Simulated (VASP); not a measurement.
# BP (F-43m) in VASP: further runs, part 2 of 2

VASP 6.6.1.

### Step 3. Relaxation of the atoms, LDA (a relaxed cell with its volume scaled by 0.96)

The input, INCAR:

```
SYSTEM = BP
  PREC = Accurate
  ENCUT = 600
  EDIFF = 1E-7
  ISMEAR = 0
  SIGMA = 0.03
  LREAL = .FALSE.
  LASPH = .TRUE.
  NELM = 80
  ALGO = Fast
  ISIF = 2
  LWAVE = .FALSE.
  LCHARG = .FALSE.
  IBRION = 2
  NSW = 40
  EDIFFG = -0.01
```

The input, KPOINTS:

```
Automatic mesh
0
G
  10 10 10
  0 0 0
```

The input, POSCAR:

```
BP                                      
1.0
    0.0000000000      2.2145233123      2.2145233123
    2.2145233123      0.0000000000      2.2145233123
    2.2145233123      2.2145233123      0.0000000000
  B               P             
     1     1
Direct
     0.0000000000000000    0.0000000000000000    0.0000000000000000
     0.2500000000000000    0.2500000000000000    0.2500000000000000
```

Potentials or basis: VASP PAW LDA potentials, release 64 (B, P).

Command:

```
$ cat potpaw_LDA.64/B/POTCAR potpaw_LDA.64/P/POTCAR > POTCAR
$ mpirun -np 1 vasp_std > vasp.out
```

OUTCAR:

```text
SYSTEM = BP
   PREC = Accurate
   ENCUT = 600
   EDIFF = 1E-7
   ISMEAR = 0
   LREAL = .FALSE.
   LASPH = .TRUE.
   NELM = 80
   ISIF = 2
   IBRION = 2
   NSW = 40
   EDIFFG = -0.01

 ion  position               nearest neighbor table
   1  0.000  0.000  0.000-   2 1.92   2 1.92   2 1.92   2 1.92
   2  0.250  0.250  0.250-   1 1.92   1 1.92   1 1.92   1 1.92

  LATTYP: Found a face centered cubic cell.
 ALAT       =     4.4290466246

  Lattice vectors:

 A1 = (   0.0000000000,   2.2145233123,   2.2145233123)
 A2 = (   2.2145233123,   0.0000000000,   2.2145233123)
 A3 = (   2.2145233123,   2.2145233123,   0.0000000000)

Analysis of symmetry for initial positions (statically):
=====================================================================
 Subroutine PRICEL returns:
 Original cell was already a primitive cell.

 Routine SETGRP: Setting up the symmetry group for a
 face centered cubic supercell.

 Subroutine GETGRP returns: Found 24 space group operations
 (whereof 24 operations were pure point group operations)
 out of a pool of 48 trial point group operations.

The static configuration has the point symmetry T_d .

Analysis of symmetry for dynamics (positions and initial velocities):
=====================================================================
 Subroutine PRICEL returns:
 Original cell was already a primitive cell.

 Routine SETGRP: Setting up the symmetry group for a
 face centered cubic supercell.

 Subroutine GETGRP returns: Found 24 space group operations
 (whereof 24 operations were pure point group operations)
 out of a pool of 48 trial point group operations.

The dynamic configuration has the point symmetry T_d .

 Subroutine INISYM returns: Found 24 space group operations
 (whereof 24 operations are pure point group operations),
 and found     1 'primitive' translations

----------------------------------------------------------------------------------------

                                     Primitive cell

  volume of cell :      21.7205

  direct lattice vectors                    reciprocal lattice vectors
     0.000000000  2.214523312  2.214523312    -0.225782225  0.225782225  0.225782225
     2.214523312  0.000000000  2.214523312     0.225782225 -0.225782225  0.225782225
     2.214523312  2.214523312  0.000000000     0.225782225  0.225782225 -0.225782225

  length of vectors
     3.131808902  3.131808902  3.131808902     0.391066285  0.391066285  0.391066285

  position of ions in fractional coordinates (direct lattice)
     0.000000000  0.000000000  0.000000000
     0.250000000  0.250000000  0.250000000

  ion indices of the primitive-cell ions
   primitive index   ion index
                 1           1
                 2           2

----------------------------------------------------------------------------------------

 KPOINTS: Automatic mesh

Automatic generation of k-mesh.
 Grid dimensions read from file:
 generate k-points for:   10   10   10

 Generating k-lattice:

[... 20 lines left out ...]
  0.200000  0.000000  0.000000      8.000000
  0.300000  0.000000  0.000000      8.000000
  0.400000  0.000000  0.000000      8.000000
  0.500000  0.000000  0.000000      4.000000
[... 16 lines left out ...]
  0.300000  0.300000  0.000000      6.000000
  0.400000  0.300000  0.000000     24.000000
 [... further k-points ...]
   k-points           NKPTS =     47   k-points in BZ     NKDIM =     47   number of bands    NBANDS=      8
   number of dos      NEDOS =    301   number of ions     NIONS =      2
   total plane-waves  NPLWV =  21952
   dimension x,y,z NGX =    28 NGY =   28 NGZ =   28
   dimension x,y,z NGXF=    56 NGYF=   56 NGZF=   56
   ions per type =               1   1
   NGX,Y,Z   is equivalent  to a cutoff of  14.86, 14.86, 14.86 a.u.
   NGXF,Y,Z  is equivalent  to a cutoff of  29.73, 29.73, 29.73 a.u.
 SYSTEM =  BP
   PREC   = accura    normal or accurate (medium, high low for compatibility)
   ISTART =      0    job   : 0-new  1-cont  2-samecut
   ICHARG =      2    charge: 1-file 2-atom 10-const
   ISPIN  =      1    spin polarized calculation?
   LNONCOLLINEAR =      F non collinear calculations
   LSORBIT =      F    spin-orbit coupling
   LASPH  =      T    aspherical Exc in radial PAW
   ENCUT  =  600.0 eV  44.10 Ry    6.64 a.u.   6.26  6.26  6.26*2*pi/ulx,y,z
   NELM   =     80;   NELMIN=  2; NELMDL= -5     # of ELM steps
   EDIFF  = 0.1E-06   stopping-criterion for ELM
   LREAL  =      F    real-space projection
   EDIFFG = -.1E-01   stopping-criterion for IOM
   NSW    =     40    number of steps for IOM
   IBRION =      2    ionic relax: 0-MD 1-quasi-New 2-CG
   NFREE  =      1    steps in history (QN), initial steepest desc. (CG)
   ISIF   =      2    stress and relaxation
   ISYM   =      2    0-nonsym 1-usesym 2-fastsym
   POTIM  = 0.5000    time-step for ionic-motion
   TEBEG  =    0.0;   TEEND  =   0.0 temperature during run
   PSTRESS=    0.0 pullay stress
   NELECT =       8.0000    total number of electrons
   NUPDOWN=      -1.0000    fix difference up-down
   EMIN   =  10.00;   EMAX   =-10.00  energy-range for DOS
   EFERMI =   0.00;   METHOD = LEGACY
   ISMEAR =     0;   SIGMA  =   0.03  broadening in eV -4-tet -1-fermi 0-gaus
   EFERMI_NEDOS =   21; number of points for ismear=-14 and -15
   IALGO  =     68    algorithm
   IMIX   =      4    mixing-type and parameters
     AMIX     =   0.40;   BMIX     =  1.00
     AMIX_MAG =   1.60;   BMIX_MAG =  1.00
  volume/ion in A,a.u.               =      10.86        73.29
  Fermi-wavevector in a.u.,A,eV,Ry     =   1.173495  2.217584 18.736453  1.377090
  Thomas-Fermi vector in A             =   2.309907
   LORBIT       =      0    0 simple, 1 ext, 2 COOP (PROOUT), +10 PAW based schemes
   GGA     = CA    functional components
   LHFCALC =     F    Hartree Fock is set to
   AEXX    =    0.0000 exact exchange contribution
   IVDW    =     0    specifies the selected vdW correction
   LEPSILON=     F    determine dielectric tensor
   LRPA    =     F    only Hartree local field effects (RPA)
 conjugate gradient relaxation of ions
 non-spin polarized calculation
 RMM-DIIS sequential band-by-band and
 Gauss-broadening in eV      SIGMA  =   0.03
  energy-cutoff  :      600.00
  volume of cell :       21.72
 maximum number of plane-waves:       740
 NGX is ok and might be reduce to    28
   NGX = 13   NGY = 13   NGZ = 13

 number of electron       8.0000000 magnetization

 Free energy of the ion-electron system (eV)
  ---------------------------------------------------
  ext. energy  EPLUGINS =         0.00000000
  ---------------------------------------------------
  free energy    TOTEN  =       -14.37962579 eV

  energy without entropy =      -14.37962579  energy(sigma->0) =      -14.37962579

 E-fermi :   8.5173     XC(G=0): -11.3914

 val. band max:        8.2964891040   @ k =   0.0000   0.0000   0.0000
 cond. band min:       9.3984896823   @ k =   0.4000   0.4000   0.0000
 fundamental gap:      1.1020005783
 Fermi energy:         8.5172700889

 k-point     1 :       0.0000    0.0000    0.0000
  band No.  band energies     occupation
      1      -7.7493      2.00000
      2       8.2965      2.00000
      3       8.2965      2.00000
      4       8.2965      2.00000
      5      11.7987      0.00000
      6      11.7987      0.00000
      7      11.7987      0.00000
      8      16.8021      0.00000
[... 243 lines left out ...]
 k-point    24 :       0.4000    0.3000    0.0000
  band No.  band energies     occupation
      1      -4.6219      2.00000
      2       2.0541      2.00000
      3       3.9818      2.00000
      4       4.5631      2.00000
      5      10.0104      0.00000
      6      11.8226      0.00000
      7      18.1828      0.00000
      8      18.2545      0.00000

 [... further k-points ...]

------------------------ aborting loop because EDIFF is reached ----------------------------------------

  FORCE on cell =-STRESS in cart. coord.  units (eV):
  Direction    XX          YY          ZZ          XY          YZ          ZX
  --------------------------------------------------------------------------------------
  -------------------------------------------------------------------------------------
  Total        1.0450246      1.0450246      1.0450246     -0.0000000     -0.0000000      0.0000000
  in kB       77.0843705     77.0843705     77.0843705     -0.0000000     -0.0000000      0.0000000
  external PRESSURE =      77.0843705 kB  Pullay stress =       0.0000000 kB

 VOLUME and BASIS-vectors are now :
 -----------------------------------------------------------------------------
  energy-cutoff  :      600.00
  volume of cell :       21.72
      direct lattice vectors                 reciprocal lattice vectors
     0.000000000  2.214523312  2.214523312    -0.225782225  0.225782225  0.225782225
     2.214523312  0.000000000  2.214523312     0.225782225 -0.225782225  0.225782225
     2.214523312  2.214523312  0.000000000     0.225782225  0.225782225 -0.225782225

 POSITION                                       TOTAL-FORCE (eV/Angst)
 -----------------------------------------------------------------------------------
      0.00000      0.00000      0.00000         0.000000      0.000000      0.000000
      1.10726      1.10726      1.10726        -0.000000     -0.000000     -0.000000
 -----------------------------------------------------------------------------------
    total drift:                               -0.000000     -0.000000     -0.000000

  FREE ENERGIE OF THE ION-ELECTRON SYSTEM (eV)
  ---------------------------------------------------
  free  energy   TOTEN  =       -14.3796257851 eV

  energy  without entropy=      -14.3796257851  energy(sigma->0) =      -14.37962579

 reached required accuracy - stopping structural energy minimisation
```

OSZICAR:

```text
N       E                     dE             d eps       ncg     rms          rms(c)
DAV:   1     0.128950404051E+02    0.12895E+02   -0.45663E+03   752   0.102E+03
DAV:   2    -0.150344050926E+02   -0.27929E+02   -0.26911E+02  1120   0.125E+02
DAV:   3    -0.153836877429E+02   -0.34928E+00   -0.34928E+00   920   0.180E+01
DAV:   4    -0.153844923730E+02   -0.80463E-03   -0.80463E-03  1168   0.905E-01
DAV:   5    -0.153844927139E+02   -0.34091E-06   -0.34129E-06   944   0.162E-02    0.815E+00
RMM:   6    -0.145260083579E+02    0.85848E+00   -0.77800E-01   752   0.640E+00    0.420E+00
RMM:   7    -0.143929454652E+02    0.13306E+00   -0.34481E-01   752   0.417E+00    0.140E+00
RMM:   8    -0.143800218376E+02    0.12924E-01   -0.36374E-02   752   0.179E+00    0.230E-01
RMM:   9    -0.143795643426E+02    0.45749E-03   -0.58046E-03   752   0.684E-01    0.841E-02
RMM:  10    -0.143796089595E+02   -0.44617E-04   -0.78502E-04   752   0.280E-01    0.511E-02
RMM:  11    -0.143796237629E+02   -0.14803E-04   -0.13485E-04   752   0.113E-01    0.313E-02
RMM:  12    -0.143796262079E+02   -0.24450E-05   -0.22108E-05   752   0.459E-02    0.127E-02
RMM:  13    -0.143796256095E+02    0.59838E-06   -0.88701E-06   752   0.251E-02    0.339E-03
RMM:  14    -0.143796257861E+02   -0.17661E-06   -0.17086E-06   750   0.117E-02    0.282E-03
RMM:  15    -0.143796257851E+02    0.10149E-08   -0.30689E-07   633   0.518E-03
   1 F= -.14379626E+02 E0= -.14379626E+02  d E =-.143796E+02
```

CONTCAR:

```text
BP
   1.00000000000000
     0.0000000000000000    2.2145233122999999    2.2145233122999999
     2.2145233122999999    0.0000000000000000    2.2145233122999999
     2.2145233122999999    2.2145233122999999    0.0000000000000000
  B               P
     1     1
Direct
     0.0000000000000000    0.0000000000000000    0.0000000000000000
     0.2500000000000000    0.2500000000000000    0.2500000000000000

  0.00000000E+00  0.00000000E+00  0.00000000E+00
  0.00000000E+00  0.00000000E+00  0.00000000E+00
```

It used 7.5 s of CPU time on 1 thread of Intel(R) Xeon(R) Platinum 8559C (Emerald Rapids) (shared host), which was overloaded at the time.

Results:

```
Free energy             : -14.3796 eV
Pressure after relaxing : 7.7 GPa
Band gap on the k mesh  : 1.10 eV, indirect (least direct gap 3.50 eV)
```

Final structure:
```
CELL_PARAMETERS angstrom
0.00000 2.21452 2.21452
2.21452 0.00000 2.21452
2.21452 2.21452 0.00000
ATOMIC_POSITIONS crystal
B 0.00000 0.00000 0.00000
P 0.25000 0.25000 0.25000
```

Caveat: the relaxation stopped at its first step, so nothing moved. A k mesh can miss the band edges.

### Step 4. Relaxation of the atoms, LDA (a relaxed cell with its volume scaled by 0.98)

INCAR is that of step 3.

KPOINTS is that of step 3.

The input, POSCAR:

```
BP                                      
1.0
    0.0000000000      2.2297963695      2.2297963695
    2.2297963695      0.0000000000      2.2297963695
    2.2297963695      2.2297963695      0.0000000000
  B               P             
     1     1
Direct
     0.0000000000000000    0.0000000000000000    0.0000000000000000
     0.2500000000000000    0.2500000000000000    0.2500000000000000
```

Potentials or basis: VASP PAW LDA potentials, release 64 (B, P).

Command:

```
$ cat potpaw_LDA.64/B/POTCAR potpaw_LDA.64/P/POTCAR > POTCAR
$ mpirun -np 1 vasp_std > vasp.out
```

OUTCAR:

```text
SYSTEM = BP
   PREC = Accurate
   ENCUT = 600
   EDIFF = 1E-7
   ISMEAR = 0
   LREAL = .FALSE.
   LASPH = .TRUE.
   NELM = 80
   ISIF = 2
   IBRION = 2
   NSW = 40
   EDIFFG = -0.01

 ion  position               nearest neighbor table
   1  0.000  0.000  0.000-   2 1.93   2 1.93   2 1.93   2 1.93
   2  0.250  0.250  0.250-   1 1.93   1 1.93   1 1.93   1 1.93

  LATTYP: Found a face centered cubic cell.
 ALAT       =     4.4595927390
[... 457 lines left out ...]

------------------------ aborting loop because EDIFF is reached ----------------------------------------

  FORCE on cell =-STRESS in cart. coord.  units (eV):
  Direction    XX          YY          ZZ          XY          YZ          ZX
  --------------------------------------------------------------------------------------
  -------------------------------------------------------------------------------------
  Total        0.5065864      0.5065864      0.5065864      0.0000000      0.0000000      0.0000000
  in kB       36.6048382     36.6048382     36.6048382      0.0000000      0.0000000      0.0000000
  external PRESSURE =      36.6048382 kB  Pullay stress =       0.0000000 kB

 VOLUME and BASIS-vectors are now :
 -----------------------------------------------------------------------------
  energy-cutoff  :      600.00
  volume of cell :       22.17
      direct lattice vectors                 reciprocal lattice vectors
     0.000000000  2.229796369  2.229796369    -0.224235723  0.224235723  0.224235723
     2.229796369  0.000000000  2.229796369     0.224235723 -0.224235723  0.224235723
     2.229796369  2.229796369  0.000000000     0.224235723  0.224235723 -0.224235723

 POSITION                                       TOTAL-FORCE (eV/Angst)
 -----------------------------------------------------------------------------------
      0.00000      0.00000      0.00000        -0.000000     -0.000000     -0.000000
      1.11490      1.11490      1.11490         0.000000      0.000000      0.000000
 -----------------------------------------------------------------------------------
    total drift:                               -0.000000     -0.000000     -0.000000

  FREE ENERGIE OF THE ION-ELECTRON SYSTEM (eV)
  ---------------------------------------------------
  free  energy   TOTEN  =       -14.3957897296 eV

  energy  without entropy=      -14.3957897296  energy(sigma->0) =      -14.39578973

 reached required accuracy - stopping structural energy minimisation
```

OSZICAR:

```text
N       E                     dE             d eps       ncg     rms          rms(c)
DAV:   1     0.106495855834E+02    0.10650E+02   -0.45370E+03   752   0.101E+03
DAV:   2    -0.150732953055E+02   -0.25723E+02   -0.24484E+02  1184   0.120E+02
DAV:   3    -0.153470973373E+02   -0.27380E+00   -0.27380E+00   888   0.163E+01
DAV:   4    -0.153476319298E+02   -0.53459E-03   -0.53459E-03  1232   0.755E-01
DAV:   5    -0.153476321130E+02   -0.18318E-06   -0.18318E-06   896   0.123E-02    0.791E+00
RMM:   6    -0.145344474207E+02    0.81318E+00   -0.73738E-01   752   0.617E+00    0.407E+00
RMM:   7    -0.144089193746E+02    0.12553E+00   -0.32180E-01   752   0.401E+00    0.137E+00
RMM:   8    -0.143961605978E+02    0.12759E-01   -0.35186E-02   752   0.174E+00    0.227E-01
RMM:   9    -0.143957668674E+02    0.39373E-03   -0.60210E-03   752   0.685E-01    0.824E-02
RMM:  10    -0.143957739149E+02   -0.70476E-05   -0.76161E-04   752   0.283E-01    0.516E-02
RMM:  11    -0.143957888459E+02   -0.14931E-04   -0.14271E-04   752   0.116E-01    0.288E-02
RMM:  12    -0.143957899256E+02   -0.10796E-05   -0.20141E-05   752   0.423E-02    0.139E-02
RMM:  13    -0.143957895751E+02    0.35048E-06   -0.79299E-06   752   0.233E-02    0.364E-03
RMM:  14    -0.143957897386E+02   -0.16356E-06   -0.16145E-06   750   0.113E-02    0.322E-03
RMM:  15    -0.143957897296E+02    0.90673E-08   -0.27379E-07   624   0.493E-03
   1 F= -.14395790E+02 E0= -.14395790E+02  d E =-.143958E+02
```

It used 7.2 s of CPU time on 1 thread of Intel(R) Xeon(R) Platinum 8559C (Emerald Rapids), on a shared host, which was overloaded at the time.

What came out:

```yaml
Free_energy: -14.3958 eV
Pressure_after_relaxing: 3.7 GPa
Band_gap_on_the_k_mesh: 1.13 eV, indirect (least direct gap 3.46 eV)
```

Final structure:
```cif
data_structure
_symmetry_space_group_name_H-M 'P 1'
_symmetry_Int_Tables_number 1
_cell_length_a 3.1534
_cell_length_b 3.1534
_cell_length_c 3.1534
_cell_angle_alpha 60.000
_cell_angle_beta 60.000
_cell_angle_gamma 60.000
_cell_volume 22.17
loop_
_atom_site_label
_atom_site_type_symbol
_atom_site_fract_x
_atom_site_fract_y
_atom_site_fract_z
_atom_site_occupancy
B1 B 0.00000 0.00000 0.00000 1
P1 P 0.25000 0.25000 0.25000 1
```

Caveat: the relaxation stopped at its first step, so nothing moved. A k mesh can miss the band edges.

### Step 5. The runs side by side

| cell | gap on the mesh (eV) | pressure (GPa) |
| --- | --- | --- |
| atoms relaxed from: a relaxed cell with its volume scaled by 0.94 | 1.08 | 12.2 |
| atoms relaxed from: a relaxed cell with its volume scaled by 0.96 | 1.10 | 7.7 |
| atoms relaxed from: a relaxed cell with its volume scaled by 0.98 | 1.13 | 3.7 |

Alike in all rows: task relaxation of the atoms; level LDA; potentials or basis VASP PAW LDA potentials, release 64 (B, P); no spin polarisation; k mesh 10 × 10 × 10; cutoff (eV) 600; smearing gaussian 0.03 eV.

Caveats: the relaxation stopped at its first step, so nothing moved.

Absolute energies hang on the potentials; compare differences alone.
